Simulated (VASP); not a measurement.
# CoO (P-6m2) in VASP: a series of runs

The runs below take CoO through density of states, electric field gradients, with PBEsol.

All numbers are computed with VASP 6.6.1; they aren't measurements. Logs are shortened: lines on timing, memory, paths and dates and some standing lists are left out, and cuts for length are marked.

### Step 1. The structure

It takes space group P-6m2 (No. 187, hexagonal). Conventional cell: a = 2.828 Å, b = 2.828 Å, c = 2.722 Å, α = 90.00°, β = 90.00°, γ = 120.00°. Co (site symmetry -6m2) is surrounded by 6 O at 2.13 Å. Around O (site symmetry -6m2) lie 6 Co at 2.13 Å.

The cell was built by a generator and needn't be a form met in nature.

### Step 2. Density of states, PBEsol, collinear spin, ferromagnetic start

POSCAR

```
CoO
1.0
    2.8284500000      0.0000000000      0.0000000000
   -1.4142300000      2.4495100000      0.0000000000
    0.0000000000      0.0000000000      2.7217200000
Co O
1 1
Direct
    0.0000000000      0.0000000000      0.5000000000
    0.6666700000      0.3333300000      0.0000000000
```

INCAR.step1

```
SYSTEM = CoO
  PREC = Accurate
  ENCUT = 520
  EDIFF = 1E-6
  ISMEAR = 0
  SIGMA = 0.02
  LREAL = .FALSE.
  LASPH = .TRUE.
  NELM = 120
  ALGO = Normal
  ISIF = 2
  LWAVE = .FALSE.
  LCHARG = .TRUE.
  ISPIN = 2
  MAGMOM = 2 0
  LMAXMIX = 4
  GGA = PS
  NBANDS = 18
```

KPOINTS.step1

```
regular mesh
0
G
  11 11 10
  0 0 0
```

INCAR.step2

```
SYSTEM = CoO
  PREC = Accurate
  ENCUT = 520
  EDIFF = 1E-6
  ISMEAR = -5
  SIGMA = 0.02
  LREAL = .FALSE.
  LASPH = .TRUE.
  NELM = 120
  ALGO = Normal
  ISIF = 2
  LWAVE = .FALSE.
  LCHARG = .FALSE.
  ISPIN = 2
  MAGMOM = 2 0
  LORBIT = 11
  LMAXMIX = 4
  GGA = PS
  NBANDS = 18
  NEDOS = 2001
  ICHARG = 11
```

KPOINTS.step2

```
regular mesh
0
G
  17 17 15
  0 0 0
```

Potentials or basis: VASP PAW PBE potentials, release 64 (Co, O).

Started as:

```bash
$ cat potpaw_PBE.64/Co/POTCAR potpaw_PBE.64/O/POTCAR > POTCAR
$ cp INCAR.step1 INCAR
$ cp KPOINTS.step1 KPOINTS
$ mpirun -np 1 vasp_std > vasp.out
$ cp INCAR.step2 INCAR
$ cp KPOINTS.step2 KPOINTS
$ mpirun -np 1 vasp_std > vasp.out
```

OUTCAR:

```text
SYSTEM = CoO
   PREC = Accurate
   ENCUT = 520
   EDIFF = 1E-6
   ISMEAR = -5
   LREAL = .FALSE.
   LASPH = .TRUE.
   NELM = 120
   ISIF = 2
   ISPIN = 2
   LORBIT = 11
   GGA = PS
   ICHARG = 11

 ion  position               nearest neighbor table
   1  0.000  0.000  0.500-   2 2.13   2 2.13   2 2.13   2 2.13   2 2.13   2 2.13
   2  0.667  0.333  0.000-   1 2.13   1 2.13   1 2.13   1 2.13   1 2.13   1 2.13

  LATTYP: Found a hexagonal cell.
 ALAT       =     2.8284500000
 C/A-ratio  =     0.9622655518

  Lattice vectors:

 A1 = (   2.8284500000,   0.0000000000,   0.0000000000)
 A2 = (  -1.4142300000,   2.4495100000,   0.0000000000)
 A3 = (   0.0000000000,   0.0000000000,   2.7217200000)

Analysis of symmetry for initial positions (statically):
=====================================================================
 Subroutine PRICEL returns:
 Original cell was already a primitive cell.

 Routine SETGRP: Setting up the symmetry group for a
 hexagonal supercell.

 Subroutine GETGRP returns: Found  4 space group operations
 (whereof  4 operations were pure point group operations)
 out of a pool of 24 trial point group operations.

The static configuration has the point symmetry C_2v.

Analysis of symmetry for dynamics (positions and initial velocities):
=====================================================================
 Subroutine PRICEL returns:
 Original cell was already a primitive cell.

 Routine SETGRP: Setting up the symmetry group for a
 hexagonal supercell.

 Subroutine GETGRP returns: Found  4 space group operations
 (whereof  4 operations were pure point group operations)
 out of a pool of 24 trial point group operations.

The dynamic configuration has the point symmetry C_2v.

Analysis of structural, dynamic, and magnetic symmetry:
=====================================================================
 Subroutine PRICEL returns:
 Original cell was already a primitive cell.

 Routine SETGRP: Setting up the symmetry group for a
 hexagonal supercell.

 Subroutine GETGRP returns: Found  4 space group operations
 (whereof  4 operations were pure point group operations)
 out of a pool of 24 trial point group operations.

The overall configuration has the point symmetry C_2v.

 Subroutine INISYM returns: Found  4 space group operations
 (whereof  4 operations are pure point group operations),
 and found     1 'primitive' translations

----------------------------------------------------------------------------------------

                                     Primitive cell

  volume of cell :      18.8569

  direct lattice vectors                    reciprocal lattice vectors
     2.828450000  0.000000000  0.000000000     0.353550531  0.204123179  0.000000000
    -1.414230000  2.449510000  0.000000000     0.000000000  0.408244914  0.000000000
     0.000000000  0.000000000  2.721720000     0.000000000  0.000000000  0.367414723

  length of vectors
     2.828450000  2.828452887  2.721720000     0.408245331  0.408244914  0.367414723

  position of ions in fractional coordinates (direct lattice)
     0.000000000  0.000000000  0.500000000
     0.666670000  0.333330000  0.000000000

  ion indices of the primitive-cell ions
   primitive index   ion index
                 1           1
                 2           2

----------------------------------------------------------------------------------------

 KPOINTS: regular mesh

Automatic generation of k-mesh.
 Grid dimensions read from file:
 generate k-points for:   17   17   15

 Generating k-lattice:

  Cartesian coordinates                     Fractional coordinates (reciprocal lattice)
     0.020797090  0.012007246  0.000000000     0.058823529  0.000000000  0.000000000
     0.000000000  0.024014407  0.000000000     0.000000000  0.058823529  0.000000000
     0.000000000  0.000000000  0.024494315     0.000000000  0.000000000  0.066666667

  Length of vectors
     0.024014431  0.024014407  0.024494315

  Shift w.r.t. Gamma in fractional coordinates (k-lattice)
     0.000000000  0.000000000  0.000000000

 TETIRR: Found   6510 inequivalent tetrahedra from    26010

 Subroutine IBZKPT returns following result:
 ===========================================

 Found    648 irreducible k-points:

 Following reciprocal coordinates:
            Coordinates               Weight
  0.000000  0.000000  0.000000      1.000000
  0.058824  0.000000  0.000000      4.000000
 -0.058824  0.058824  0.000000      2.000000
  0.117647  0.000000  0.000000      4.000000
 -0.117647  0.117647  0.000000      2.000000
  0.176471  0.000000  0.000000      4.000000
[... 16 lines left out ...]
  0.176471  0.058824  0.000000      4.000000
 -0.058824  0.235294  0.000000      4.000000
 [... further k-points ...]
   k-points           NKPTS =    648   k-points in BZ     NKDIM =    648   number of bands    NBANDS=     18
   number of dos      NEDOS =   2001   number of ions     NIONS =      2
   total plane-waves  NPLWV =  11520
   dimension x,y,z NGX =    24 NGY =   24 NGZ =   20
   dimension x,y,z NGXF=    48 NGYF=   48 NGZF=   40
   ions per type =               1   1
   NGX,Y,Z   is equivalent  to a cutoff of  14.11, 14.11, 12.22 a.u.
   NGXF,Y,Z  is equivalent  to a cutoff of  28.21, 28.21, 24.43 a.u.
 SYSTEM =  CoO
   PREC   = accura    normal or accurate (medium, high low for compatibility)
   ISTART =      0    job   : 0-new  1-cont  2-samecut
   ICHARG =     11    charge: 1-file 2-atom 10-const
   ISPIN  =      2    spin polarized calculation?
   LNONCOLLINEAR =      F non collinear calculations
   LSORBIT =      F    spin-orbit coupling
   LASPH  =      T    aspherical Exc in radial PAW
   ENCUT  =  520.0 eV  38.22 Ry    6.18 a.u.   5.26  5.26  5.06*2*pi/ulx,y,z
   NELM   =    120;   NELMIN=  2; NELMDL=  0     # of ELM steps
   EDIFF  = 0.1E-05   stopping-criterion for ELM
   LREAL  =      F    real-space projection
   EDIFFG = 0.1E-04   stopping-criterion for IOM
   NSW    =      0    number of steps for IOM
   IBRION =     -1    ionic relax: 0-MD 1-quasi-New 2-CG
   NFREE  =      0    steps in history (QN), initial steepest desc. (CG)
   ISIF   =      2    stress and relaxation
   ISYM   =      2    0-nonsym 1-usesym 2-fastsym
   POTIM  = 0.5000    time-step for ionic-motion
   TEBEG  =    0.0;   TEEND  =   0.0 temperature during run
   PSTRESS=    0.0 pullay stress
   NELECT =      15.0000    total number of electrons
   NUPDOWN=      -1.0000    fix difference up-down
   EMIN   =  10.00;   EMAX   =-10.00  energy-range for DOS
   EFERMI =   0.00;   METHOD = LEGACY
   ISMEAR =    -5;   SIGMA  =   0.02  broadening in eV -4-tet -1-fermi 0-gaus
   EFERMI_NEDOS =   21; number of points for ismear=-14 and -15
   IALGO  =     38    algorithm
   IMIX   =      4    mixing-type and parameters
     AMIX     =   0.40;   BMIX     =  1.00
     AMIX_MAG =   1.60;   BMIX_MAG =  1.00
  volume/ion in A,a.u.               =       9.43        63.63
  Fermi-wavevector in a.u.,A,eV,Ry     =   1.516869  2.866468 31.305547  2.300893
  Thomas-Fermi vector in A             =   2.626201
   LORBIT       =     11    0 simple, 1 ext, 2 COOP (PROOUT), +10 PAW based schemes
   GGA     = PS    functional components
   LHFCALC =     F    Hartree Fock is set to
   AEXX    =    0.0000 exact exchange contribution
   IVDW    =     0    specifies the selected vdW correction
   LEPSILON=     F    determine dielectric tensor
   LRPA    =     F    only Hartree local field effects (RPA)
 spin polarized calculation
 Fermi weights with tetrahedron method with Bloechl corrections
  energy-cutoff  :      520.00
  volume of cell :       18.86
 maximum number of plane-waves:       520
 NGX is ok and might be reduce to    24

 number of electron      15.0000001 magnetization       3.0000546

 Free energy of the ion-electron system (eV)
  ---------------------------------------------------
  ext. energy  EPLUGINS =         0.00000000
  ---------------------------------------------------
  free energy    TOTEN  =       -13.89988248 eV

  energy without entropy =      -13.89988248  energy(sigma->0) =      -13.89988248

 E-fermi :   8.1130     XC(G=0): -12.8227

 val. band max:        8.1407874611   @ k =  -0.2353   0.1765   0.0000
 cond. band min:       8.0821266080   @ k =   0.1765   0.1176   0.0000
 fundamental gap:     -0.0586608531
 Fermi energy:         8.1130001598

 spin component 1

 k-point     1 :       0.0000    0.0000    0.0000
  band No.  band energies     occupation
      1     -12.4456      1.00000
      2       3.0588      1.00000
      3       3.0588      1.00000
      4       3.5987      1.00000
      5       4.3362      1.00000
      6       5.2666      1.00000
[... 10 lines left out ...]
     17      34.2770      0.00000
     18      38.6576      0.00000
[... 463 lines left out ...]
 k-point    24 :      -0.0588    0.2353    0.0000
  band No.  band energies     occupation
      1     -12.0150      1.00000
      2       1.7034      1.00000
      3       3.3010      1.00000
      4       3.4034      1.00000
      5       3.8971      1.00000
      6       5.2047      1.00000
[... 10 lines left out ...]
     17      35.8363      0.00000
     18      36.9409      0.00000

 [... further k-points ...]

 spin component 2

 k-point     1 :       0.0000    0.0000    0.0000
  band No.  band energies     occupation
      1     -11.7653      1.00000
      2       4.3828      1.00000
      3       4.3828      1.00000
      4       5.0664      1.00000
      5       5.5116      1.00000
      6       8.2225     -0.15558
[... 10 lines left out ...]
     17      34.9617      0.00000
     18      38.9514      0.00000
[... 463 lines left out ...]
 k-point    24 :      -0.0588    0.2353    0.0000
  band No.  band energies     occupation
      1     -11.3125      1.00000
      2       2.6337      1.00000
      3       4.4787      1.00000
      4       4.6437      1.00000
      5       5.8573      1.00000
      6       8.1408      0.53968
[... 10 lines left out ...]
     17      36.1266      0.00000
     18      37.4972      0.00000

 [... further k-points ...]
[... 5 lines left out ...]
  --------------------------------------------------------------------------------------
  -------------------------------------------------------------------------------------
  Total       -1.2011829     -1.2011442     -1.3738314      0.0000363      0.0000000      0.0000000
  in kB     -102.0583509   -102.0550691   -116.7274126      0.0030827      0.0000000      0.0000000
  external PRESSURE =    -106.9469442 kB  Pullay stress =       0.0000000 kB

 VOLUME and BASIS-vectors are now :
 -----------------------------------------------------------------------------
  energy-cutoff  :      520.00
  volume of cell :       18.86
      direct lattice vectors                 reciprocal lattice vectors
     2.828450000  0.000000000  0.000000000     0.353550531  0.204123179  0.000000000
    -1.414230000  2.449510000  0.000000000     0.000000000  0.408244914  0.000000000
     0.000000000  0.000000000  2.721720000     0.000000000  0.000000000  0.367414723

 POSITION                                       TOTAL-FORCE (eV/Angst)
 -----------------------------------------------------------------------------------
      0.00000      0.00000      1.36086        -0.000003      0.000002      0.000000
      1.41424      0.81650      0.00000         0.000003     -0.000002      0.000000
 -----------------------------------------------------------------------------------
    total drift:                                0.000019      0.000021      0.000000

  FREE ENERGIE OF THE ION-ELECTRON SYSTEM (eV)
  ---------------------------------------------------
  free  energy   TOTEN  =       -13.8998824811 eV

  energy  without entropy=      -13.8998824811  energy(sigma->0) =      -13.89988248

 total charge

# of ion       s       p       d       tot
------------------------------------------
    1        0.312   0.399   7.151   7.862
    2        1.558   3.376   0.000   4.934
--------------------------------------------------
tot          1.870   3.775   7.151  12.796

 magnetization (x)

# of ion       s       p       d       tot
------------------------------------------
    1        0.005   0.006   2.520   2.532
    2        0.027   0.394   0.000   0.421
--------------------------------------------------
tot          0.032   0.401   2.520   2.953
```

It took 3.1 min on 1 thread of Intel Xeon Platinum 8375C at 2.90GHz (Ice Lake), shared host; peak memory 0.44 GiB.

Results:

- Net moment: 3.00 μB per cell
- Site moments: Co +2.53; O +0.42 μB
- Valence electrons inside the program's atomic spheres: Co 7.86; O 4.93

States per cell in windows of 1 eV (zero at the Fermi level; states under -8 eV left out):
| from (eV) | up | down | Co1_d_up | Co1_d_down | O2_p_up | O2_p_down | Co1_p_down | Co1_s_up |
| --- | --- | --- | --- | --- | --- | --- | --- | --- |
| -8.0 | 0.78 | 0.20 | 0.15 | 0.02 | 0.31 | 0.08 | 0.01 | 0.06 |
| -7.0 | 0.60 | 0.73 | 0.14 | 0.10 | 0.25 | 0.31 | 0.04 | 0.02 |
| -6.0 | 1.18 | 0.54 | 0.43 | 0.08 | 0.48 | 0.25 | 0.04 | 0.01 |
| -5.0 | 0.43 | 0.86 | 0.21 | 0.19 | 0.15 | 0.43 | 0.04 | 0.00 |
| -4.0 | 1.15 | 0.66 | 1.01 | 0.16 | 0.03 | 0.35 | 0.02 | 0.01 |
| -3.0 | 1.98 | 0.08 | 1.75 | 0.07 | 0.11 | 0.00 | 0.00 | 0.01 |
| -2.0 | 1.17 | 0.91 | 0.78 | 0.75 | 0.28 | 0.03 | 0.02 | 0.01 |
| -1.0 | 0.68 | 1.02 | 0.38 | 0.93 | 0.24 | 0.03 | 0.00 | 0.00 |
| 0.0 | 0.00 | 2.11 | 0.00 | 1.83 | 0.00 | 0.15 | 0.02 | 0.00 |
| 1.0 | 0.02 | 0.90 | 0.00 | 0.64 | 0.00 | 0.20 | 0.01 | 0.01 |
| 2.0 | 0.04 | 0.05 | 0.00 | 0.02 | 0.01 | 0.01 | 0.00 | 0.01 |
| 3.0 | 0.07 | 0.05 | 0.00 | 0.00 | 0.02 | 0.01 | 0.00 | 0.02 |
| 4.0 | 0.12 | 0.08 | 0.00 | 0.00 | 0.03 | 0.02 | 0.01 | 0.03 |
| 5.0 | 0.46 | 0.14 | 0.05 | 0.01 | 0.09 | 0.03 | 0.02 | 0.10 |
| 6.0 | 0.26 | 0.54 | 0.03 | 0.08 | 0.06 | 0.10 | 0.08 | 0.04 |
| 7.0 | 0.05 | 0.15 | 0.00 | 0.02 | 0.01 | 0.03 | 0.03 | 0.00 |

Caveat: the PAW data sets were made with another functional, which shifts forces and pressure a little; a cell with one magnetic atom can't hold antiferromagnetic order, which such compounds often take; semilocal functionals often make such compounds metallic where correlation or magnetic order opens a gap, which also shifts bond lengths; tetrahedron occupations give inexact forces and stress in metals.

(Part 1 of 2 ends here.)
